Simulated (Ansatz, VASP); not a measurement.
**NbH2 in VASP and in Ansatz**

The input INCAR:

```
SYSTEM = NbH2
PREC = Accurate
ENCUT = 520
EDIFF = 1E-8
ISMEAR = -1
SIGMA = 0.03
LREAL = .False.
LASPH = .True.
NELM = 60
ALGO = Normal
ISIF = 2
LWAVE = .False.
LCHARG = .False.
LEFG = .True.
NBANDS = 14
```

KPOINTS

```
Automatic mesh
0
Gamma
  15 15 15
  0 0 0
```

File POSCAR:

```
NbH2
1.0
    0.0000000000      2.2815000000      2.2815000000
    2.2815000000      0.0000000000      2.2815000000
    2.2815000000      2.2815000000      0.0000000000
Nb H
1 2
Direct
    0.0000000000      0.0000000000      0.0000000000
    0.2500000000      0.2500000000      0.2500000000
    0.7500000000      0.7500000000      0.7500000000
```

Input for Ansatz:

```yaml
crystal:
  lattice:
    - [0.0, 2.2815, 2.2815]
    - [2.2815, 0.0, 2.2815]
    - [2.2815, 2.2815, 0.0]
  atoms:
    - { symbol: Nb, position: [0.0, 0.0, 0.0] }
    - { symbol: H, position: [0.25, 0.25, 0.25] }
    - { symbol: H, position: [0.75, 0.75, 0.75] }
kpoints:
  mp_grid: { grid: [15, 15, 15] }
  band_path:
    path:
      - [0.0, 0.0, 0.0]
      - [0.5, 0.0, 0.5]
      - [0.625, 0.25, 0.625]
      - [0.375, 0.375, 0.75]
      - [0.0, 0.0, 0.0]
      - [0.5, 0.5, 0.5]
      - [0.5, 0.25, 0.75]
      - [0.5, 0.0, 0.5]
    npoints: 14
scf:
  occupations: { method: fermi_dirac, width: 0.03 }
hamiltonian:
  xc: lda
  pseudopotentials: { kind: paw }
output:
  forces: true
  stress: true
  eigenvalues: true
  efg: { contact_densities: true }
  populations: true
  bader: true
  dos: { projected: true, de: 0.2, e_range: [-14, 8] }
  write_density: true
  write_potential: true
  elf: true
  volumetric_format: npy
```

Alike in both runs: task electric field gradients; functional LDA; k mesh 15 × 15 × 15; occupations fermi-dirac, width 0.03 eV; no spin polarisation.

|  | VASP | Ansatz |
| --- | --- | --- |
| version | VASP 6.6.1 | Ansatz 0.2.0 |
| potentials or method | VASP PAW LDA potentials, release 64 (Nb_sv, H) | PAW with Ansatz's default frozen-core files, scalar-relativistic |
| plane-wave cutoff (eV) | 520 | 420 |
| valence electrons in the cell | 15 | 15 |

```csv
,VASP,Ansatz,Ansatz less VASP
pressure (GPa),-8.3,-8.1,+0.17
Vzz of the field gradient on the site that differs most (V/Å²),0.0,0.0,0.00
```

Ansatz warned: «gradients_without_spin_orbit».
